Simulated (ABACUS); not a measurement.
## Se: single point with PBE

The system is Se.

```
Se
1.0
     4.35517    0.00000    0.00000
    -2.17759    3.77169    0.00000
     0.00000    0.00000    4.94945
Se
3
Direct
  0.78300 0.78300 0.50000
  0.00000 0.21700 0.83333
  0.21700 0.00000 0.16667
```

```json
{
 "Program": "ABACUS 3.10.1",
 "Task": "single point",
 "Functional": "PBE",
 "Potentials or basis": "PseudoDojo NC SR 0.4.1 PBE standard",
 "Cutoff": "1361 eV",
 "Density cutoff": "5442 eV",
 "Basis": "DZP LCAO (the cutoffs set its grid)",
 "k mesh": "7 × 7 × 6",
 "Occupations": "fermi-dirac, width 0.05 eV",
 "Spin": "no spin polarisation"
}
```

```
Pressure               : 7.6 GPa
Largest force          : 1.831 eV/Å
Band gap on the k mesh : 1.09 eV, indirect (least direct gap 1.30 eV)
```

Forces in eV/Å, atoms in the order of the input:
```
Se  -0.916 -1.586  0.000
Se  -0.916  1.586  0.000
Se   1.831  0.000  0.000
```

Stress tensor (GPa, compression positive):
```
 5.89  0.00  0.00
 0.00  5.89  0.00
 0.00  0.00 11.15
```

Levels at points of the mesh, in eV from the valence-band top:
| k point | band 21 | band 22 | band 23 | band 24 | band 25 | band 26 | band 27 | band 28 |
| --- | --- | --- | --- | --- | --- | --- | --- | --- |
| (0.00, 0.00, 0.00) | -3.83 | -2.21 | -2.21 | -0.40 | 2.02 | 2.02 | 2.38 | 6.50 |
| (0.00, 0.00, 0.50) | -3.52 | -1.58 | -1.58 | -1.22 | 1.20 | 1.42 | 1.42 | 6.39 |

Run time: 2.9 s on 4 MPI ranks on Intel(R) Xeon(R) Platinum 8488C (Sapphire Rapids), with other jobs on the host, peak memory 0.4 GiB a rank.

Caveat: the atomic orbitals were generated for these runs and aren't a published set; an odd mesh through Γ misses points on the zone boundary, where band edges often lie; the basis of atomic orbitals isn't converged, which shifts pressures, moduli and gaps; forces of over 1 eV/Å show positions far from the minimum, so gaps and moduli don't describe the material at rest. Expect the measured gap to be larger: semilocal functionals such as PBE lack the derivative discontinuity.
